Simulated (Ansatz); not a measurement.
# CuO (Tenorite) (C2/c) in Ansatz: further runs

Runs on CuO (Tenorite). Level: HSE06 form with a typed share of exact exchange. Tasks: single point.

Everything below comes from runs of Ansatz 0.2.0. Logs are shortened: lines on timing, memory, paths and dates and some standing lists are left out, and cuts for length are marked.

## Step 1: Starting point

Symmetry: C2/c, No. 15, monoclinic system. Conventional cell: a = 4.684 Å, b = 3.423 Å, c = 5.129 Å, α = 90.00°, β = 99.54°, γ = 90.00°. Cu (site symmetry -1) has 4 O at 1.95 to 1.96 Å as nearest neighbours. Around O (site symmetry 2) lie 4 Cu at 1.95 to 1.96 Å.

## Step 2: Single point, HSE06 form with a typed share of exact exchange

File input.yaml:

```yaml
crystal:
  lattice:
    - [2.34185, -1.7113, 0.0]
    - [2.34185, 1.7113, 0.0]
    - [-0.8500274268, 0.0, 5.0578693947]
  atoms:
    - { symbol: Cu, position: [0.5, 0.0, 0.5] }
    - { symbol: Cu, position: [0.0, 0.5, 0.0] }
    - { symbol: O, position: [0.4184, 0.5816, 0.75] }
    - { symbol: O, position: [0.5816, 0.4184, 0.25] }
hamiltonian:
  xc: { exchange: pbe, correlation: pbe, exx: { coeff: 0.4, omega: 0.2 } }
  pseudopotentials: { kind: paw }
kpoints:
  mp_grid: { grid: [5, 5, 3] }
scf:
  occupations: { method: fermi_dirac, width: 0.05 }
output:
  forces: true
  stress: true
  eigenvalues: true
  write_density: true
  write_potential: true
  elf: true
  volumetric_format: npy
```

Potentials or basis: Ansatz PAW.

Launch:

```sh
ansatz run input.yaml --threads 2 --pin off --max-ram 5632MiB --backend cpu --events-out ev --progress --plain --runs-dir out
```

What it wrote:

```text
Warning: output.stress: scf.convergence.dr2_threshold = 1e-7 eV (the SCF's general default) is looser than the 4e-10 eV advised for a printed stress (1e-10 eV for each atom of the cell: 4). What an SCF threshold leaves in a stress goes as its square root, and in the free energy as the threshold itself, and one threshold admits the most on a small cell: of the crystals measured, under no hybrid functional and no lock of the moments, on runs that ended without the residual-converged pass, on stresses that held no estimate of that error, the worst erred by over 100 MPa in a component at 1e-7 eV an atom and by under 5 at 1e-10. Set scf.convergence.dr2_threshold to 4e-10 eV or tighter. The threshold is an SCF's pass mark: one that does not reach it within its budget of iterations ends unconverged, or closes short of it on a stop that the run arms, and scf.convergence.dr2_threshold's page says what that costs each kind of run
Warning: output.stress: scf.exx.energy_threshold = 1e-6 eV is looser than the 4e-8 eV advised for a stress under a hybrid functional (1e-8 eV for each atom of the cell: 4). Every SCF of the exchange loop can meet its threshold on dr2 while the loop round them stops early: no threshold on dr2 bounds what that leaves in the stress. Set scf.exx.energy_threshold to 4e-8 eV or tighter. The threshold is the loop's pass mark: a loop that does not reach it within its budget of cycles ends unconverged, and scf.exx.energy_threshold's page has the law
Warning: RAYON_NUM_THREADS=2 ignored (pool sized by the plan → 2); use --threads N
Engine: ansatz 0.2.0, x86_64-unknown-linux-gnu
Pseudopotentials: kind: paw
Pseudopotential: Cu, paw, valence charge 19, recommended cutoff 420 eV (normal), Cu.paw.azcp
Pseudopotential: O, paw, valence charge 6, recommended cutoff 420 eV (normal), O.paw.azcp
Functional definition: unnamed
  parameter a_1 = 0.4
  parameter omega_1 = 0.2/angstrom
  exchange = pbe_x + (-a_1)*pbe_x_sr(omega_1) + a_1*exact_x_sr(omega_1)
  correlation = pbe_c
Crystal: 4 atoms, lattice volume = 40.540 Å³
Basis set: ecut = 420 eV, 787 PW (Γ), exchange–correlation on 40×40×72 points (8 copies of the dense FFT grid, shifted against one another)
Bands: 30, of which v1, the nominal top of the filled ones, is band 25 counted from 1 (24 counted from 0)
Symmetry: 4 space group operations
Space group: C2/c (ITA 15), of the structure as read, at distance tolerance 3.4e-5 Å
k-points: 24 of 75
Non-local potential: Cu, projectors of the file, l = 0: 3, l = 1: 2, l = 2: 3, l = 3: 1
Non-local potential: O, projectors of the file, l = 0: 2, l = 1: 2, l = 2: 1
PAW form: soft (Blöchl's): semilocal exchange-correlation on the pseudo side does not see the compensation charge
PAW frozen core: Cu, regenerated for the run's functional, and the local potential with it (the file was generated under x = pbe(κ = 0.804, μ = 0.2195149727645171), c = pbe(β = 0.06672455060314922))
PAW frozen core: O, regenerated for the run's functional, and the local potential with it (the file was generated under x = pbe(κ = 0.804, μ = 0.2195149727645171), c = pbe(β = 0.06672455060314922))
PAW one-centre angular grid: Cu, 590 points (default); XC on 64 Gauss nodes
PAW one-centre angular grid: O, 110 points (default); XC on 96 Gauss nodes
Initial density: superposition of atomic densities (neutral atoms: chi_scale 0, normalization atom), corrected by the library's trained network
Initial wavefunctions: pseudopotential atomic-orbital guess
Functional: x = pbe(κ = 0.804, μ = 0.2195149727645171), c = pbe(β = 0.06672455060314922), warm-up for x = pbe(κ = 0.804, μ = 0.2195149727645171) + 0.4 (exact − pbe) at short range (hse, ω = 0.2 Å⁻¹), c = pbe(β = 0.06672455060314922)
SCF iter   1: F=—  HF=-14382.366288 eV  |F-HF|=—  |Δ(HF+E_count)|=         —  Δρ=4.44e-3  dr2=2.13e-3  ethr=1.77e-3  ⟨swp⟩=7.9  Hψ=3075  notcnv=0
preconditioner: auto → Kerker (q_TF=auto, 2.825 Å⁻¹)  [metal: Δε(μ)=0.073 eV  Ē_g=11.278 eV  σ=0.050 eV  W_gap=0.35  n_scr=20 (ndim 8)  ℏωp=34.0 eV  f_vac=0.000  D(μ)=3.06/eV (n_scr^D=34)]
SCF iter   2: F=—  HF=-14382.365613 eV  |F-HF|=—  |Δ(HF+E_count)|=   6.74e-4  Δρ=1.99e-3  dr2=4.71e-4  ethr=4.27e-6  ⟨swp⟩=4.0  Hψ=1861  notcnv=0  defer=5
SCF iter   3: F=—  HF=-14382.365591 eV  |F-HF|=—  |Δ(HF+E_count)|=   2.26e-5  Δρ=5.97e-4  dr2=7.85e-5  ethr=9.42e-7  ⟨swp⟩=3.0  Hψ=1408  notcnv=0
SCF iter   4: F=—  HF=-14382.365589 eV  |F-HF|=—  |Δ(HF+E_count)|=   1.71e-6  Δρ=2.16e-4  dr2=1.25e-5  ethr=1.57e-7  ⟨swp⟩=3.0  Hψ=1750  notcnv=0
iter 5 solved again at ethr=2.21e-9 eV; its pass at ethr=2.50e-8 eV (dr2=1.10e-6 eV) is discarded
SCF iter   5: F=—  HF=-14382.365593 eV  |F-HF|=—  |Δ(HF+E_count)|=   4.17e-6  Δρ=6.01e-5  dr2=1.09e-6  ethr=2.21e-9  ⟨swp⟩=3.0  Hψ=2808  notcnv=0
SCF iter   6: F=—  HF=-14382.365594 eV  |F-HF|=—  |Δ(HF+E_count)|=   6.16e-7  Δρ=1.20e-5  dr2=4.38e-8  ethr=2.17e-9  ⟨swp⟩=3.0  Hψ=1489  notcnv=0
SCF iter   7: F=—  HF=-14382.365594 eV  |F-HF|=—  |Δ(HF+E_count)|=   3.34e-8  Δρ=3.66e-6  dr2=4.64e-9  ethr=8.75e-11  ⟨swp⟩=3.7  Hψ=1859  notcnv=0
SCF iter   8: F=-14382.365594 eV  HF=-14382.365594 eV  |F-HF|=2.36e-11  |Δ(HF+E_count)|=   2.02e-9  Δρ=9.55e-7  dr2=2.98e-10  ethr=9.28e-12  ⟨swp⟩=3.0  Hψ=1605  notcnv=0
SCF 1 converged in 8 iterations: F = -14382.365594 eV  dr2 = 2.98e-10
Initial density: handed on by an earlier stage of this run
Initial wavefunctions: those handed on with the density
[... 19 lines left out ...]
preconditioner: auto → Kerker (q_TF=auto, 2.825 Å⁻¹)  [metal: Δε(μ)=0.043 eV  Ē_g=15.162 eV  σ=0.050 eV  W_gap=0.21  n_scr=20 (ndim 8)  ℏωp=34.0 eV  f_vac=0.011  D(μ)=1.47/eV (n_scr^D=12)]
SCF iter   2: F=—  HF=-14377.493368 eV  |F-HF|=—  |Δ(HF+E_count)|=   6.60e-5  Δρ=2.20e-4  dr2=1.59e-5  ethr=1.00e-7  ⟨swp⟩=4.0  Hψ=2240  notcnv=0
SCF iter   3: F=—  HF=-14377.493382 eV  |F-HF|=—  |Δ(HF+E_count)|=   1.45e-5  Δρ=1.76e-4  dr2=7.88e-6  ethr=1.66e-8  ⟨swp⟩=3.1  Hψ=1451  notcnv=0
SCF iter   4: F=—  HF=-14377.493387 eV  |F-HF|=—  |Δ(HF+E_count)|=   4.80e-6  Δρ=7.72e-5  dr2=1.65e-6  ethr=9.11e-9  ⟨swp⟩=3.2  Hψ=1776  notcnv=0
SCF iter   5: F=—  HF=-14377.493388 eV  |F-HF|=—  |Δ(HF+E_count)|=   7.14e-7  Δρ=5.17e-5  dr2=6.95e-7  ethr=2.46e-9  ⟨swp⟩=4.0  Hψ=2119  notcnv=0
SCF iter   6: F=—  HF=-14377.493387 eV  |F-HF|=—  |Δ(HF+E_count)|=   1.76e-7  Δρ=1.36e-5  dr2=5.24e-8  ethr=1.31e-9  ⟨swp⟩=3.0  Hψ=1624  notcnv=0
SCF iter   7: F=—  HF=-14377.493387 eV  |F-HF|=—  |Δ(HF+E_count)|=   7.79e-9  Δρ=7.56e-6  dr2=2.18e-8  ethr=6.52e-11  ⟨swp⟩=3.9  Hψ=1679  notcnv=0
SCF iter   8: F=—  HF=-14377.493388 eV  |F-HF|=—  |Δ(HF+E_count)|=   2.53e-8  Δρ=6.43e-6  dr2=1.15e-8  ethr=2.38e-11  ⟨swp⟩=4.0  Hψ=2151  notcnv=0
SCF iter   9: F=—  HF=-14377.493388 eV  |F-HF|=—  |Δ(HF+E_count)|=   6.61e-9  Δρ=2.23e-6  dr2=2.02e-9  ethr=1.60e-11  ⟨swp⟩=4.0  Hψ=1991  notcnv=0
SCF iter  10: F=—  HF=-14377.493388 eV  |F-HF|=—  |Δ(HF+E_count)|=   4.71e-9  Δρ=1.63e-6  dr2=8.02e-10  ethr=1.99e-12 (applied; sched 1.60e-12)  ⟨swp⟩=4.0  Hψ=1871  notcnv=0
SCF iter  11: F=-14377.493388 eV  HF=-14377.493388 eV  |F-HF|=1.38e-10  |Δ(HF+E_count)|=  6.02e-10  Δρ=5.44e-7  dr2=9.87e-11  ethr=1.85e-12 (applied; sched 1.26e-12)  ⟨swp⟩=3.3  Hψ=1697  notcnv=0  defer=1
SCF 3 converged in 11 iterations: F = -14377.493388 eV  dr2 = 9.87e-11
  Residual-converged pass: ⟨swp⟩=3.0  Hψ=1852  notcnv=0  max |occ|·‖R‖ = 2.0e-7 eV (tolerance 2.7e-7 eV)  dr2=9.87e-11  dr2_onsite=7.91e-11  max |Δocc| = 6.8e-13
hybrid outer 2: dexx = +1.768e-4 eV, tail = 5.49e-6 eV, Δε = 4.77e-2 eV (about 9.01e-3 eV left of the loop's levels), ΔF = 6.25e-3 eV/Å (tail 4.56e-3)
Exchange kernel: α = 0.4000, screened, ω = 0.2000 Å⁻¹, Wigner–Seitz truncation, v(0) = 1100.1359 eV·Å³, q-mesh 5×5×3, nearest image of the exchange supercell L = 14.50 Å, pair-density grid 20×20×30, without the augmentation charges, whose exchange is taken in its separable form by FFT convolution over the k-point mesh (sized by the pseudopotential files, 20×20×36 at the most), smooth part of the exact exchange by density-matrix convolution
Frozen-core exchange: fock
SCF iter   1: F=—  HF=-14377.493392 eV  |F-HF|=—  |Δ(HF+E_count)|=         —  Δρ=2.53e-5  dr2=2.05e-7  ethr=2.82e-8  ⟨swp⟩=4.9  Hψ=1582  notcnv=0
preconditioner: auto → Kerker (q_TF=auto, 2.825 Å⁻¹)  [metal: Δε(μ)=0.036 eV  Ē_g=15.164 eV  σ=0.050 eV  W_gap=0.18  n_scr=20 (ndim 8)  ℏωp=34.0 eV  f_vac=0.010  D(μ)=1.46/eV (n_scr^D=12)]
SCF iter   2: F=—  HF=-14377.493393 eV  |F-HF|=—  |Δ(HF+E_count)|=   2.83e-7  Δρ=2.34e-5  dr2=1.31e-7  ethr=1.80e-10  ⟨swp⟩=4.0  Hψ=2226  notcnv=0
SCF iter   3: F=—  HF=-14377.493393 eV  |F-HF|=—  |Δ(HF+E_count)|=   6.16e-8  Δρ=1.36e-5  dr2=4.20e-8  ethr=1.43e-10  ⟨swp⟩=3.2  Hψ=1416  notcnv=0
SCF iter   4: F=—  HF=-14377.493393 eV  |F-HF|=—  |Δ(HF+E_count)|=   3.18e-8  Δρ=5.63e-6  dr2=9.47e-9  ethr=4.46e-11  ⟨swp⟩=3.8  Hψ=1829  notcnv=0
SCF iter   5: F=—  HF=-14377.493393 eV  |F-HF|=—  |Δ(HF+E_count)|=   2.20e-9  Δρ=2.74e-6  dr2=2.51e-9  ethr=1.47e-11  ⟨swp⟩=3.2  Hψ=1780  notcnv=0
SCF iter   6: F=—  HF=-14377.493393 eV  |F-HF|=—  |Δ(HF+E_count)|=   1.39e-9  Δρ=1.83e-6  dr2=1.45e-9  ethr=2.89e-12  ⟨swp⟩=2.5  Hψ=1350  notcnv=0
SCF iter   7: F=—  HF=-14377.493393 eV  |F-HF|=—  |Δ(HF+E_count)|=   2.12e-9  Δρ=7.48e-7  dr2=2.35e-10  ethr=1.92e-12 (applied; sched 1.59e-12)  ⟨swp⟩=3.8  Hψ=1747  notcnv=0
SCF iter   8: F=-14377.493393 eV  HF=-14377.493393 eV  |F-HF|=4.27e-10  |Δ(HF+E_count)|=  7.13e-10  Δρ=1.17e-6  dr2=3.12e-10  ethr=1.87e-12 (applied; sched 1.00e-12)  ⟨swp⟩=3.3  Hψ=1772  notcnv=0
SCF 4 converged in 8 iterations: F = -14377.493393 eV  dr2 = 3.12e-10
  Residual-converged pass: ⟨swp⟩=3.0  Hψ=1529  notcnv=0  max |occ|·‖R‖ = 2.7e-7 eV (tolerance 2.7e-7 eV)  dr2=3.10e-10  dr2_onsite=1.85e-10  max |Δocc| = 4.0e-13
hybrid outer 3: dexx = +1.248e-6 eV, tail = 2.06e-8 eV, Δε = 3.15e-3 eV (about 5.95e-4 eV left of the loop's levels), ΔF = 7.42e-4 eV/Å (tail 4.02e-4)
hybrid SCF converged: 3 outer / 26 inner (+8 warm-up), last move |dexx| = 1.25e-6 eV, tail = 2.06e-8 eV
Stability not checked: this state was not tested for a lower state beside it, because the functional holds exact exchange (a hybrid, or Hartree-Fock), whose exchange loop this test does not read (fock_operator; see scf.lower_state_search)
Free energy (F): -14377.493393 eV
Frozen-core exchange: fock
Harris-Foulkes:  -14377.493393 eV  (|F-HF|=4.27e-10)
Internal energy: -14377.481804 eV  (E = F + TS)
E sigma→0 (E₀):  -14377.487599 eV
Entropy (-TS):   -0.011588 eV (-2.897 meV/atom)
Fermi energy:    11.530454 eV
--- Per-component energies (eV) ---
  E_band       = -1094.162703
  E_kinetic    = 946.070020
  E_local      = -9711.095871  (includes V_loc(G=0)·N_el)
  E_nonlocal   = 897.991981
  E_hartree    = 4231.375526
  E_xc         = -219.935104
  E_vxc        = -277.831810  (∫ρ·V_xc dr)
  E_exx        = -410.503111  (= α·E_x^exact, valence–valence)
  E_paw        = -3346.268225  (= ΣΔE_a)
  E_vpaw       = -591.045474  (= ΣTr[D̂ρ^β])
  E_aug_tail   = 0.005490  (compensation charges beyond the density's cutoff)
  E_ewald      = -6764.327933
  E_core_change = -0.794577  (= ΣΔE_core)
  E_smearing   = -0.011588  (= −TS)
  E_closure    = -0.000000  (closes the sum)
  Σ components = -14377.493393   (vs F -14377.493393, Δ=0.00e0)
--- Forces (eV/Å), atoms counted from 1 ---
  atom   1  Cu    -0.00000000     0.00000000     0.00000000
  atom   2  Cu     0.00000000     0.00000000    -0.00000000
  atom   3  O      0.00000000    -0.27229726     0.00000000
  atom   4  O      0.00000000     0.27229726     0.00000000
  max |Σ_I F_I| component: 6.31e-30 eV/Å
--- Stress (GPa, compression-positive) ---
       -2.823284      -0.000000      -0.588025
       -0.000000      -1.990778      -0.000000
       -0.588028      -0.000000      -4.692485
  P = ⅓ Tr σ = -3.1688 GPa (-31.688 kbar)
--- Band table (eV; the first three rows and the last of 24) ---
  k-point 0: bands = ["-110.8471", "-110.8462", "-65.8376", "-65.8346", "-65.8321", "-65.8222", "-65.3981", "-65.3976", "-12.2449", "-10.8138", "1.3467", "4.1431", "4.3445", "5.4624", "5.8863", "5.9831", "6.0641", "6.4385", "6.5500", "6.8384", "7.0681", "7.2779", "7.3212", "7.8579", "11.4426", "13.0006", "14.5853", "19.1237", "22.0470", "27.0556"]
  k-point 1: bands = ["-110.8469", "-110.8464", "-65.8357", "-65.8347", "-65.8308", "-65.8254", "-65.3980", "-65.3977", "-11.9325", "-11.2246", "2.4133", "4.3928", "4.4547", "4.7931", "5.4180", "5.5838", "6.1366", "6.1458", "6.3244", "6.4102", "7.0657", "7.0904", "7.8709", "8.1500", "11.6817", "12.4844", "15.9325", "17.9668", "23.8014", "26.6574"]
  k-point 2: bands = ["-110.8467", "-110.8459", "-65.8402", "-65.8357", "-65.8324", "-65.8229", "-65.4023", "-65.3977", "-11.9754", "-10.7332", "1.7784", "4.0229", "4.3161", "4.5948", "5.5359", "5.7099", "6.0460", "6.3701", "6.4092", "6.6685", "6.9328", "7.3242", "7.7063", "7.9356", "11.1965", "12.6235", "16.1108", "20.8068", "20.8556", "24.5154"]
  k-point 23: bands = ["-110.8450", "-110.8449", "-65.8510", "-65.8474", "-65.8264", "-65.8244", "-65.4087", "-65.4074", "-10.8450", "-10.6203", "2.8521", "3.4345", "3.6224", "4.0991", "4.4597", "4.8874", "6.1253", "6.3325", "6.3721", "6.5979", "7.1946", "7.3318", "7.8364", "7.9994", "10.3253", "12.1145", "18.1961", "19.5438", "22.1846", "23.4838"]
```

It took 46 s on 2 threads of Intel Xeon at 2.70GHz, shared host; peak memory 0.98 GiB.

What came out:

- Free energy: -14377.4934 eV
- Pressure: -3.2 GPa
- Largest force: 0.272 eV/Å
- Band gap on the k mesh: none (metal or under the smearing width)

Forces in eV/Å, atoms in the order of the input:
```
Cu   0.000  0.000  0.000
Cu   0.000  0.000  0.000
O    0.000 -0.272  0.000
O    0.000  0.272  0.000
```

Stress tensor (GPa, compression positive):
```
-2.82  0.00 -0.59
 0.00 -1.99  0.00
-0.59  0.00 -4.69
```

Caveat: the k mesh is coarse (spacing up to 0.46 Å⁻¹), so the values aren't converged, least of all with exact exchange; the pressure holds a Pulay correction of +0.7 GPa for the finite cutoff; the run has no spin polarisation, though such a crystal can be magnetic; the PAW data sets come from PBE, with cores solved anew for the run's functional, which leaves a small shift of forces and pressure; the thresholds are loose for stress.

## Step 3: Single point, HSE06 form with a typed share of exact exchange

input.yaml, as its differences from that of step 2:

```diff
@@ -11,3 +11,3 @@
 hamiltonian:
-  xc: { exchange: pbe, correlation: pbe, exx: { coeff: 0.4, omega: 0.2 } }
+  xc: { exchange: pbe, correlation: pbe, exx: { coeff: 0.5, omega: 0.2 } }
   pseudopotentials: { kind: paw }
@@ -21,5 +21 @@
   eigenvalues: true
-  write_density: true
-  write_potential: true
-  elf: true
-  volumetric_format: npy
```

Potentials or basis: Ansatz PAW.

Launch:

```sh
ansatz run input.yaml --threads 2 --pin off --max-ram 5632MiB --backend cpu --events-out ev --progress --plain --runs-dir out
```

It took 57 s on 2 threads of Intel Xeon at 2.70GHz, shared host; peak memory 0.99 GiB.

Results (log left out):

```
Free energy            : -14376.4610 eV
Pressure               : -5.2 GPa
Largest force          : 0.252 eV/Å
Band gap on the k mesh : none (metal or under the smearing width)
```

Forces in eV/Å, atoms in the order of the input:
```
Cu   0.000  0.000  0.000
Cu   0.000  0.000  0.000
O    0.000 -0.252  0.000
O    0.000  0.252  0.000
```

Stress tensor (GPa, compression positive):
```
-4.43  0.00 -0.20
 0.00 -4.04  0.00
-0.20  0.00 -7.12
```

Levels at points of the mesh, in eV from the Fermi level:
```
           k point  band 21  band 22  band 23  band 24  band 25  band 26  band 27  band 28  band 29  band 30
(0.00, 0.00, 0.00)    -4.91    -4.85    -4.55    -3.96    -0.24     1.69     3.40     7.97    11.07    16.03
```

Caveat: the k mesh is coarse (spacing up to 0.46 Å⁻¹), so the values aren't converged, least of all with exact exchange; the pressure holds a Pulay correction of +0.8 GPa for the finite cutoff; the run has no spin polarisation, though such a crystal can be magnetic; the PAW data sets come from PBE, with cores solved anew for the run's functional, which leaves a small shift of forces and pressure; the thresholds are loose for stress.
